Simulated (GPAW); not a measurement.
# KI (Fm-3m): G0W0 with GPAW, start to end, part 2 of 2

Aim: the G0W0 gap of KI (Fm-3m) on PBE, step by step.

GPAW 26.7.0; PBE and many-body steps on it, plane waves. Known limits of the many-body steps: not at the basis limit; no spin-orbit coupling.

So far. Step 3 (Bands along the symmetry lines): The gap is 3.977 eV, as in the run before at this level. Step 4 (Empty states on the mesh, 4×4×4 mesh, 377 bands): On this mesh the gap is 3.977 eV.

### Step 5. Screening and self-energy, 4×4×4 mesh, 367 bands, screening to 150 eV

G0W0 replaces the xc potential by the self-energy, built once from these orbitals. Only a window of levels is corrected, while the sums run over the empty bands that the input names.

This step: G0W0 on PBE, plane waves, PAW.

run.py

```python
import json
import numpy as np
from gpaw.mpi import world
from gpaw.response.g0w0 import G0W0

gw = G0W0('full.gpw',
    filename='gw',
    kpts=[0],
    bands=(6, 10),
    ecut=150,
    nbands=367,
    integrate_gamma='WS',
    ppa=True)
gw.calculate()
res = {mode: {k: v for k, v in r.items() if k != 'sigma_eskwn'}
       for mode, r in gw.all_results.items()}

if world.rank == 0:
    with open('result.json', 'w') as f:
        json.dump(res, f, default=lambda x: x.tolist())
```

Started as:

```
mpirun -n 4 gpaw python run.py
```

Numbers of over 12 decimals in the logs are rounded to 6 here.

The program printed:

```text
Using integrator: PointIntegrator
FrequencyGridDescriptor(from 0.000+0.000j to 0.000+27.211j eV, 2 points)
Nonperiodic BCs:  [False False False]
Using integrator: PointIntegrator
FrequencyGridDescriptor(from 0.000+0.000j to 0.000+27.211j eV, 2 points)
Nonperiodic BCs:  [False False False]
  ___  _ _ _
 |   || | | |
 | | || | | |
 |__ ||_____|
 |___|

BZ k-points: Symmetries present (total): 48

  [... matrices ...]
64 k-points: 4 x 4 x 4 Monkhorst-Pack grid + [1/8,1/8,1/8]
8 k-points in the irreducible part of the Brillouin zone
       k-points in crystal coordinates                weights
   0:     0.00000000    0.00000000    0.00000000          1/64
   1:     0.25000000    0.25000000    0.00000000          6/64
   2:     0.25000000    0.25000000    0.25000000          8/64
   3:     0.50000000    0.25000000   -0.25000000          6/64
   4:     0.50000000    0.25000000    0.25000000         12/64
   5:     0.50000000    0.50000000    0.00000000          3/64
   6:     0.50000000    0.50000000    0.25000000         24/64
   7:     0.50000000    0.50000000    0.50000000          4/64

Distributing spins, k-points and bands (1 x 1 x 4) over 4 processes
Number of blocks: 1

Quasi particle states:
k-points (IBZ indices): [0]
Band range: (6, 10)
  [... matrices ...]
Computational parameters:
Plane wave cut-off: 150 eV
Number of bands: 367
Coulomb cutoff: None
Broadening: 0.1 eV

fxc modes: GW
Kernel: RPA
Using Godby-Needs plasmon-pole approximation:
  Fitting energy: i*E0, E0 = 1.000 Hartree
Summing all q:

Calculating screened Coulomb potential
No Coulomb truncation
FrequencyGridDescriptor(from 0.000+0.000j to 0.000+27.211j eV, 2 points)
Removing empty qpoint cache files...

Calculating chi0 body with:
    Ground state adapter containing:
    Number of spins: 1
    Number of kpoints: 64
    Number of irreducible kpoints: 8
    Number of completely occupied states: 8
    Number of partially occupied states: 8
    Occupied states memory: 1.907349 M / cpu

    Linear response parametrization:
    q_c: [0.0, 0.0, 0.0]
    Number of frequency points: 2
    Planewave cutoff: 150.0
    Number of bands: 367
    Number of planewaves: 339
    Broadening (eta): 1e-06
    comm.size: 4
    kncomm.size: 4
    blockcomm.size: 1

    Memory estimate of potentially large arrays:
        chi0_wGG: 3.507111 M / cpu
Integrating chi0 body.

Symmetries of q_c:
    Direct symmetries (Uq -> q): 48
    Indirect symmetries (TUq -> q): 0
In total 48 allowed symmetries.

  [... matrices ...]
8 groups of equivalent kpoints. 87.5% reduction.

Integral kind: response function
Integrating chi0 head and wings.

Symmetries of q_c:
    Direct symmetries (Uq -> q): 48
    Indirect symmetries (TUq -> q): 0
In total 48 allowed symmetries.

  [... matrices ...]
8 groups of equivalent kpoints. 87.5% reduction.

Integral kind: response function wings

Calculating chi0 body with:
    Ground state adapter containing:
    Number of spins: 1
    Number of kpoints: 64
    Number of irreducible kpoints: 8
    Number of completely occupied states: 8
    Number of partially occupied states: 8
    Occupied states memory: 1.907349 M / cpu

    Linear response parametrization:
[... the further q-points ...]

Results:
f:      Occupation numbers
eps:     KS-eigenvalues [eV]
vxc:     KS vxc [eV]
exx:     Exact exchange [eV]
sigma:   Self-energies [eV]
dsigma:  Self-energy derivatives
Z:       Renormalization factors
qp:      QP-energies [eV]

k-point 0 (0): (0.000, 0.000, 0.000)                GW
band       f     eps     vxc     exx   sigma  dsigma       Z      qp
                                                                   GW
   6   1.000   0.472 -14.167 -17.271   1.082  -0.218   0.821  -1.188
   7   1.000   0.472 -14.167 -17.271   1.082  -0.218   0.821  -1.188
   8   0.000   4.449  -7.838  -4.348  -2.924  -0.162   0.860   4.936
   9   0.000   6.979  -8.262  -3.910  -3.144  -0.172   0.854   8.010
```

Wall time 2.2 min (4 MPI ranks of Arm Neoverse V2, shared host); peak memory 1.6 GiB; 8.6 min of CPU time.

Numbers from this step:

```
G0W0 gap on the points computed              : 6.125 eV
least direct G0W0 gap on the computed points : 6.125 eV
Z at the valence top                         : 0.8208
Z at the conduction bottom                   : 0.8603
starting gap on the mesh                     : 3.977 eV
k of the valence top                         : 0, 0, 0
k of the conduction bottom                   : 0, 0, 0
```

The gap on the mesh goes from 3.98 eV to 6.12 eV, a correction of +2.15 eV.

Limits: finite bands, cutoff and mesh; no spin-orbit coupling. v1 is the top filled band, c1 the lowest empty one. The levels before and after the correction (eV, zero at the valence-band top of each column):

|  | conduction bottom | valence top |
| --- | --- | --- |
| Kohn-Sham | 3.98 | 0.00 |
| G0W0 | 6.12 | 0.00 |

|  | level | energy (eV) |
| --- | --- | --- |
| Kohn-Sham | Γ v2-v1 | 0.000 |
| Kohn-Sham | Γ c1 | 3.977 |
| Kohn-Sham | Γ c2 | 6.507 |
| G0W0 | Γ v2-v1 | 0.000 |
| G0W0 | Γ c1 | 6.125 |
| G0W0 | Γ c2 | 9.198 |

### Step 6. Where the time went

Times are wall times on 4 MPI ranks of Arm Neoverse V2, shared host, good to a factor of about two.

| step | time | share | memory (GiB) |
| --- | --- | --- | --- |
| ground state | 5.6 s | 3 % | 0.64 |
| bands along the symmetry lines | 8.6 s | 5 % | 0.69 |
| empty states on the mesh | 17 s | 11 % | 1.8 |
| screening and self-energy | 2.2 min | 81 % | 1.6 |

### Step 7. What came out

```json
{
  "PBE gap": "3.98 eV, direct",
  "G0W0 gap on the mesh": "6.12 eV",
  "GW settings": "4×4×4 mesh, 367 bands, screening to 150 eV, Godby-Needs plasmon pole",
  "known limits": "not at the basis limit; no spin-orbit coupling"
}
```

What this shows: G0W0 moves the gap on the mesh from 3.98 eV to 6.12 eV (+2.15 eV), with Z of 0.82 and 0.86 at the edges. Only 1 of the mesh's irreducible points was corrected, so a valley elsewhere could overtake. The dearest step here is «screening and self-energy». Bands and cutoff are finite, so the gap is not at the basis limit. The miss can reach some tenths of an eV and take either sign; the mesh is an error of its own. These stock PAW sets were not made for GW; the filled d or f shell of I lies in the frozen core, which bears on start and correction. In the G0W0 run levels were corrected at 1 k point alone, so a gap called «on the mesh» is the least over those, and an edge elsewhere would be missed. The many-body steps are scalar-relativistic: spin-orbit coupling is not in them.

[Paths, hosts, dates, memory and timing lines, banners, echoed tables and standing remarks are left out of the program output.]

[Logs are printed without paths, hosts, clocks, repeated set-up lines and the standing remarks that a program may print on its own settings, such as how far it seeks lower states.]

[Runs of the session that timed out or met a known fault of the program may be left out.]

[Hosts, paths, dates, database ids (printed as entryN), source tags and the programs' standing remarks are cut or masked in the printed files.]
